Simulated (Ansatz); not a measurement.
# Point defect: Ga on an In site in InP

Computed with DFT PBE, scalar-relativistic, plane waves, PAW (Ansatz). Settings: 420 eV cutoff, 2×2×2 k-mesh, shifted by half a step, Gaussian smearing of 0.02 eV, collinear spin in charge +1, -1 alone.

Host crystal, relaxed:

```
CELL_PARAMETERS angstrom
0.00000 2.97989 2.97989
2.97989 0.00000 2.97989
2.97989 2.97989 0.00000
ATOMIC_POSITIONS crystal
In 0.00000 0.00000 0.00000
P 0.25000 0.25000 0.25000
```

Supercell of 32 atoms, rows in host cell vectors: 3 -1 -1; -1 3 -1; -1 -1 3. Atoms relax at the host's cell, keeping the symmetry that the supercell leaves at the site. The cell is small, so energies carry finite-size errors of tenths of an eV. The host's Kohn–Sham gap is 0.44 eV.

Starting moments were lost in some runs.

Defect: Ga on an In site, charge -1.

Command:

```bash
ansatz run input.yaml --threads 4 --pin off --max-ram 10240MiB --backend cpu --events-out ev --progress --plain --runs-dir out
```

The input:

```yaml
crystal:
  lattice:
    - [-5.9597880289, 5.9597880289, 5.9597880289]
    - [5.9597880289, -5.9597880289, 5.9597880289]
    - [5.9597880289, 5.9597880289, -5.9597880289]
  atoms:
    - { symbol: Ga, position: [0.5, 0.5, 0.0], spin: 0.2 }
    - { symbol: In, position: [0.5, 0.7482051533, 0.7527689313] }
    - { symbol: In, position: [0.5, 0.0, 0.5] }
    - { symbol: In, position: [0.7482051533, 0.2527689313, 0.0] }
    - { symbol: In, position: [0.5, 0.2527689313, 0.2482051533] }
    - { symbol: In, position: [0.7482051533, 0.5, 0.7527689313] }
    - { symbol: In, position: [0.7472310687, 0.7472310687, 0.495436222] }
    - { symbol: In, position: [0.0, 0.0, 0.0] }
    - { symbol: In, position: [0.7472310687, -0.004563778, 0.2472310687] }
    - { symbol: In, position: [0.004563778, 0.2517948467, 0.7517948467] }
    - { symbol: In, position: [0.0, 0.5, 0.5] }
    - { symbol: In, position: [0.2527689313, 0.7482051533, 0.0] }
    - { symbol: In, position: [-0.004563778, 0.7472310687, 0.2472310687] }
    - { symbol: In, position: [0.2517948467, 0.004563778, 0.7517948467] }
    - { symbol: In, position: [0.2517948467, 0.2517948467, 0.504563778] }
    - { symbol: In, position: [0.2527689313, 0.5, 0.2482051533] }
    - { symbol: P, position: [0.2638798563, 0.5, 0.0], spin: 0.2 }
    - { symbol: P, position: [0.250550571, 0.7523075556, 0.750550571] }
    - { symbol: P, position: [0.2476924444, -0.0017569846, 0.4982430154] }
    - { symbol: P, position: [0.5, 0.2638798563, 0.0], spin: 0.2 }
    - { symbol: P, position: [0.250550571, 0.250550571, 0.2523075556] }
    - { symbol: P, position: [0.5, 0.5, 0.7638798563], spin: 0.2 }
    - { symbol: P, position: [0.5, 0.749449429, 0.5017569846] }
    - { symbol: P, position: [0.749449429, 0.0017569846, 0.0] }
    - { symbol: P, position: [0.5, 0.0017569846, 0.249449429] }
    - { symbol: P, position: [0.7523075556, 0.250550571, 0.750550571] }
    - { symbol: P, position: [0.749449429, 0.5, 0.5017569846] }
    - { symbol: P, position: [0.0017569846, 0.749449429, 0.0] }
    - { symbol: P, position: [0.7361201437, 0.7361201437, 0.2361201437], spin: 0.2 }
    - { symbol: P, position: [-0.0017569846, -0.0017569846, 0.7476924444] }
    - { symbol: P, position: [-0.0017569846, 0.2476924444, 0.4982430154] }
    - { symbol: P, position: [0.0017569846, 0.5, 0.249449429] }
  host:
    lattice:
      - [0.0, 2.9798940145, 2.9798940145]
      - [2.9798940145, 0.0, 2.9798940145]
      - [2.9798940145, 2.9798940145, 0.0]
    atoms:
      - { symbol: In, position: [0.0, 0.0, 0.0] }
      - { symbol: P, position: [0.25, 0.25, 0.25] }
total_charge: -1
basis:
  ecutwfc: 420
  xc_grid: 2
kpoints:
  mp_grid: { grid: [2, 2, 2], shift: [0.5, 0.5, 0.5] }
hamiltonian:
  xc: pbe
scf:
  occupations: { method: gaussian, width: 0.02 }
output:
  forces: true
  stress: false
  eigenvalues: true
  populations: true
  charged_corrections:
    defect_position: [0.5, 0.5, 0.0]
    epsilon: [[15.0794, 0.0, 0.0], [0.0, 15.0794, 0.0], [0.0, 0.0, 15.0794]]
magnetization:
  spin_polarized: true
relax:
  adjacent_minimum: "off"
  f_tol: 0.025
  max_steps: 45
```

From the output:

```
Warning: RAYON_NUM_THREADS=4 ignored (pool sized by the plan → 4); use --threads N
Crystal: 32 atoms, lattice volume = 846.745 Å³
Basis set: ecut = 420 eV, 16487 PW (Γ), exchange–correlation on 144×144×144 points (8 copies of the dense FFT grid, shifted against one another)
Bands: 177, of which v1, the nominal top of the filled ones, is band 145 counted from 1 (144 counted from 0)
Symmetry: 24 space group operations
Space group: I-43m (ITA 217), of the structure as read, at distance tolerance 9.5e-5 Å
k-points: 2 of 8 (time reversal used)
relax step   1: F+E_penalty+E_count = -99841.71521482 eV  Δ(F+E_penalty+E_count) = +0.000e0 eV  max|allowed force component| = 2.232e-2 eV/Å  Δτ_max = 0.0000 Å
relax step   2: F+E_penalty+E_count = -99841.71521489 eV  Δ(F+E_penalty+E_count) = -6.924e-8 eV  max|allowed force component| = 2.233e-2 eV/Å  Δτ_max = 0.0000 Å
SCF converged after 6 iterations
Free energy (F): -99841.715215 eV
E sigma→0 (E₀):  -99841.711358 eV
Fermi energy:    7.854885 eV
```

The relaxation gained 0.00 eV in 2 steps. It took 81 s on 4 threads of Arm Neoverse V2, on a shared host, peak memory 3 GiB.